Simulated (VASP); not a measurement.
# PbS (Cmcm) in VASP: further runs, part 2 of 2

VASP 6.6.1.

**3. Single point, PBEsol**

This run uses another cell than the first one, of 27.73 Å³/atom, 1.095 times its volume.

The input, INCAR:

```
ALGO     = Fast           # electronic algorithm
EDIFF    = 1E-7           # SCF threshold, eV
ENCUT    = 520            # plane-wave cutoff, eV
GGA      = PS             # functional
ISIF     = 2              # what is computed and relaxed
ISMEAR   = 0              # smearing method
LASPH    = T              # aspherical terms in the spheres
LCHARG   = F              # write CHGCAR
LREAL    = F              # projectors in reciprocal space
LWAVE    = F              # write WAVECAR
NBANDS   = 28             # bands
NELM     = 100            # most SCF steps
PREC     = Accurate       # precision mode
SIGMA    = 0.01           # smearing width, eV
```

The input, KPOINTS:

```
k-points
0
Gamma
  5 5 5
```

The input, POSCAR:

```
PbS
1.0
    2.1073236274     -6.0701387548      0.0000000000
    2.1073236274      6.0701387548      0.0000000000
    0.0000000000      0.0000000000      4.3356342523
Pb S
2 2
Direct
    0.8694366500      0.1305633500      0.7500000000
    0.1305633500      0.8694366500      0.2500000000
    0.6452029100      0.3547970900      0.7500000000
    0.3547970900      0.6452029100      0.2500000000
```

Potentials or basis: VASP PAW PBE potentials, release 64 (Pb_d, S).

Launch:

```bash
$ cat potpaw_PBE.64/Pb_d/POTCAR potpaw_PBE.64/S/POTCAR > POTCAR
$ mpirun -np 1 vasp_std > vasp.out
```

OUTCAR:

```text
EDIFF = 1E-7
   ENCUT = 520
   GGA = PS
   ISIF = 2
   ISMEAR = 0
   LASPH = T
   LREAL = F
   NELM = 100
   PREC = Accurate

 ion  position               nearest neighbor table
   1  0.869  0.131  0.750-   3 2.72   4 3.03   4 3.03   4 3.03   4 3.03   2 3.84   2 3.84
   2  0.131  0.869  0.250-   4 2.72   3 3.03   3 3.03   3 3.03   3 3.03   1 3.84   1 3.84
   3  0.645  0.355  0.750-   1 2.72   2 3.03   2 3.03   2 3.03   2 3.03
   4  0.355  0.645  0.250-   2 2.72   1 3.03   1 3.03   1 3.03   1 3.03

  LATTYP: Found a base centered orthorhombic cell.
 ALAT       =     4.2146472548
 B/A-ratio  =     2.8804967001
 C/A-ratio  =     1.0287063164

  Lattice vectors:

 A1 = (   2.1073236274,  -6.0701387548,   0.0000000000)
 A2 = (   2.1073236274,   6.0701387548,   0.0000000000)
 A3 = (   0.0000000000,   0.0000000000,   4.3356342523)

Analysis of symmetry for initial positions (statically):
=====================================================================
 Subroutine PRICEL returns:
 Original cell was already a primitive cell.

 Routine SETGRP: Setting up the symmetry group for a
 base centered orthorhombic supercell.

 Subroutine GETGRP returns: Found  8 space group operations
 (whereof  4 operations were pure point group operations)
 out of a pool of  8 trial point group operations.

The static configuration has the point symmetry C_2h.
 The point group associated with its full space group is D_2h.

Analysis of symmetry for dynamics (positions and initial velocities):
=====================================================================
 Subroutine PRICEL returns:
 Original cell was already a primitive cell.

 Routine SETGRP: Setting up the symmetry group for a
 base centered orthorhombic supercell.

 Subroutine GETGRP returns: Found  8 space group operations
[... 124 lines left out ...]
   EFERMI_NEDOS =   21; number of points for ismear=-14 and -15
   IALGO  =     68    algorithm
   IMIX   =      4    mixing-type and parameters
     AMIX     =   0.40;   BMIX     =  1.00
     AMIX_MAG =   1.60;   BMIX_MAG =  1.00
  volume/ion in A,a.u.               =      27.73       187.13
  Fermi-wavevector in a.u.,A,eV,Ry     =   1.165263  2.202028 18.474509  1.357838
  Thomas-Fermi vector in A             =   2.301791
   LORBIT       =      0    0 simple, 1 ext, 2 COOP (PROOUT), +10 PAW based schemes
   GGA     = PS    functional components
   LHFCALC =     F    Hartree Fock is set to
   AEXX    =    0.0000 exact exchange contribution
   IVDW    =     0    specifies the selected vdW correction
   LEPSILON=     F    determine dielectric tensor
   LRPA    =     F    only Hartree local field effects (RPA)
 non-spin polarized calculation
 RMM-DIIS sequential band-by-band and
 Gauss-broadening in eV      SIGMA  =   0.01
  energy-cutoff  :      520.00
  volume of cell :      110.92
 maximum number of plane-waves:      3000
   NGX = 23   NGY = 23   NGZ = 17

 number of electron      40.0000004 magnetization

 Free energy of the ion-electron system (eV)
  ---------------------------------------------------
  ext. energy  EPLUGINS =         0.00000000
  ---------------------------------------------------
  free energy    TOTEN  =       -18.66900794 eV

  energy without entropy =      -18.66900794  energy(sigma->0) =      -18.66900794

 E-fermi :   4.4127     XC(G=0):  -9.5979

 val. band max:        4.3613987349   @ k =  -0.4000   0.4000   0.4000
 cond. band min:       5.5200910342   @ k =   0.2000   0.2000   0.0000
 fundamental gap:      1.1586922992
 Fermi energy:         4.4126641173

 k-point     1 :       0.0000    0.0000    0.0000
  band No.  band energies     occupation
      1     -11.9203      2.00000
      2     -11.8437      2.00000
      3     -11.8372      2.00000
      4     -11.8332      2.00000
      5     -11.8013      2.00000
      6     -11.7996      2.00000
[... 733 lines left out ...]
     27      11.7651      0.00000
     28      12.3606      0.00000

 [... further k-points ...]

------------------------ aborting loop because EDIFF is reached ----------------------------------------

  FORCE on cell =-STRESS in cart. coord.  units (eV):
  Direction    XX          YY          ZZ          XY          YZ          ZX
  --------------------------------------------------------------------------------------
  -------------------------------------------------------------------------------------
  Total       -2.6110417     -2.2627177     -2.7134330      0.0000000     -0.0000000      0.0000000
  in kB      -37.7148077    -32.6834930    -39.1937835      0.0000000     -0.0000000      0.0000000
  external PRESSURE =     -36.5306947 kB  Pullay stress =       0.0000000 kB

 VOLUME and BASIS-vectors are now :
 -----------------------------------------------------------------------------
  energy-cutoff  :      520.00
  volume of cell :      110.92
      direct lattice vectors                 reciprocal lattice vectors
     2.107323627 -6.070138755  0.000000000     0.237267781 -0.082370440  0.000000000
     2.107323627  6.070138755  0.000000000     0.237267781  0.082370440  0.000000000
     0.000000000  0.000000000  4.335634252     0.000000000  0.000000000  0.230646762

 POSITION                                       TOTAL-FORCE (eV/Angst)
 -----------------------------------------------------------------------------------
      2.10732     -4.48506      3.25173         0.000000      0.261404      0.000000
      2.10732      4.48506      1.08391         0.000000     -0.261404     -0.000000
      2.10732     -1.76280      3.25173         0.000000     -0.119488     -0.000000
      2.10732      1.76280      1.08391         0.000000      0.119488     -0.000000
 -----------------------------------------------------------------------------------
    total drift:                               -0.000000     -0.000000      0.000000

  FREE ENERGIE OF THE ION-ELECTRON SYSTEM (eV)
  ---------------------------------------------------
  free  energy   TOTEN  =       -18.6690079371 eV

  energy  without entropy=      -18.6690079371  energy(sigma->0) =      -18.66900794
```

stdout:

```text
POSCAR found type information on POSCAR PbS
 POSCAR found :  2 types and       4 ions
 scaLAPACK will be used
 -----------------------------------------------------------------------------
|                                                                             |
|                                                                             |
|     You enforced a specific xc type in the INCAR file but a different       |
|     I HOPE YOU KNOW WHAT YOU ARE DOING!                                     |
|                                                                             |
 -----------------------------------------------------------------------------

 LDA part: xc-table for (Slater+PW92), standard interpolation
 POSCAR, INCAR and KPOINTS ok, starting setup
 FFT: planning ... GRIDC
 FFT: planning ... GRID_SOFT
 FFT: planning ... GRID
 WAVECAR not read
 entering main loop
```

Run time: 80 s. Hardware: 1 thread of AMD EPYC 9R45 (Zen 5), shared host; peak memory 0.25 GiB.

Results:

| Item | Value |
| --- | --- |
| Free energy | -18.6690 eV |
| Pressure | -3.7 GPa |
| Largest force | 0.261 eV/Å |
| Band gap on the k mesh | 1.16 eV, indirect (least direct gap 1.21 eV) |

Forces on the atoms (eV/Å):
```
Pb   0.000  0.261  0.000
Pb   0.000 -0.261  0.000
S    0.000 -0.119  0.000
S    0.000  0.119  0.000
```

Stress tensor (GPa, compression positive):
```
-3.77  0.00  0.00
 0.00 -3.27  0.00
 0.00  0.00 -3.92
```

Levels at points of the mesh, in eV from the valence-band top:
```
           k point  band 17  band 18  band 19  band 20  band 21  band 22  band 23  band 24
(0.00, 0.00, 0.00)    -2.21    -1.51    -1.34    -0.43     4.50     4.69     4.73     5.38
```

Caveat: the PAW data sets were made with another functional, which shifts forces and pressure a little; spin-orbit coupling is left out, which as a rule narrows the gap of such compounds by several tenths of an eV; an odd mesh through Γ misses points on the zone boundary, where band edges often lie.
